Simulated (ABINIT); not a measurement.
A calculation with ABINIT 10.8.3 (patched build) of MnSb (ASE script, structure typed inline):

run.py

```python
import json, os
import numpy as np
from ase.units import GPa
from ase.calculators.abinit import Abinit, AbinitProfile
from ase import Atoms

atoms = Atoms(['Sb', 'Mn'],
              cell=[[0.0, 2.795016, 2.795016], [2.795016, 0.0, 2.795016], [2.795016, 2.795016, 0.0]],
              scaled_positions=[[0.5, 0.5, 0.5], [0.0, 0.0, 0.0]],
              pbc=True)
atoms.set_initial_magnetic_moments([0.0, 4.0])

profile = AbinitProfile(command='abinit', pp_paths=[os.path.abspath('pseudos')])
params = dict(
    pps='pawxml', xc='PBE',
    ecut=707.496,
    pawecutdg=1306.1465,
    pawxcdev=0,
    kptopt=1,
    ngkpt=[8, 8, 8],
    nshiftk=1,
    shiftk=[0.0, 0.0, 0.0],
    ixc=11,
    nband=20,
    occopt=3,
    tsmear=0.05,
    nstep=100,
    tolvrs=1e-09,
    prtwf=0,
    prtden=0,
)

atoms.calc = Abinit(profile=profile, directory='run', **params)
energy = atoms.get_potential_energy()
forces = atoms.get_forces()
stress = atoms.get_stress()
print(f'energy {energy:.6f} eV')
print('forces (eV/A)')
print(np.round(forces, 5))
print('stress (GPa, Voigt, tension positive)', np.round(stress / GPa, 4))
json.dump(dict(energy=energy, forces=forces.tolist(), stress=stress.tolist(), cell=atoms.cell.tolist(), frac=atoms.get_scaled_positions(wrap=False).tolist()), open('results.json', 'w'))
```

Potentials or basis: JTH PAW PBE v2.0.

Command:

```sh
$ python run.py
```

The cell comes from a database or a generator and needn't be the stable form of this composition.

Q: Write the same calculation in another form: native input, structure typed inline.

A: As run:

run.abi

```
# Pseudopotentials
pp_dirpath "./"
pseudos "Sb.GGA_PBE-JTH.xml, Mn.GGA_PBE-JTH.xml"

# Structure
acell 7.469614059 7.469614059 7.469614059
rprim
     0.0000000000     0.7071067812     0.7071067812
     0.7071067812     0.0000000000     0.7071067812
     0.7071067812     0.7071067812     0.0000000000
ntypat 2
znucl 51 25
natom 2
typat 1 2
xred
     0.5000000000     0.5000000000     0.5000000000
     0.0000000000     0.0000000000     0.0000000000

# Plane-wave basis
ecut 26.0
pawecutdg 48.0
pawxcdev 0

# k points
kptopt 1
ngkpt 8 8 8
nshiftk 1
shiftk 0.0 0.0 0.0

# Exchange and correlation
ixc 11

# Bands and occupations
nband 20
occopt 3
tsmear 0.05 eV

# Spin
nsppol 2
spinat
     0.0000000000     0.0000000000     0.0000000000
     0.0000000000     0.0000000000     4.0000000000

# SCF cycle
nstep 100
tolvrs 1.0e-9

# Output
iomode 3
prtwf 0
prtden 0
prteig 0
prtebands 0
enunit 1
```

Potentials or basis: JTH PAW PBE v2.0.

Launch:

```console
$ abinit run.abi > log 2>&1
```

Both were run:

|  | ASE script, structure typed inline | native input, structure typed inline |
| --- | --- | --- |
| Pressure | -0.4 GPa | -0.4 GPa |
| Band gap on the k mesh | none (metal or under the smearing width) | none (metal or under the smearing width) |
| Net moment | 3.85 μB per cell | 3.85 μB per cell |
| Site moments | Sb -0.10; Mn +3.64 μB | Sb -0.10; Mn +3.64 μB |
| Valence electrons inside the program's atomic spheres | Sb 12.53; Mn 13.06 | Sb 12.53; Mn 13.06 |

Keys that steer only the numerical path or the files written may differ.

Caveat: a cell with one magnetic atom can't hold antiferromagnetic order, which such compounds often take.
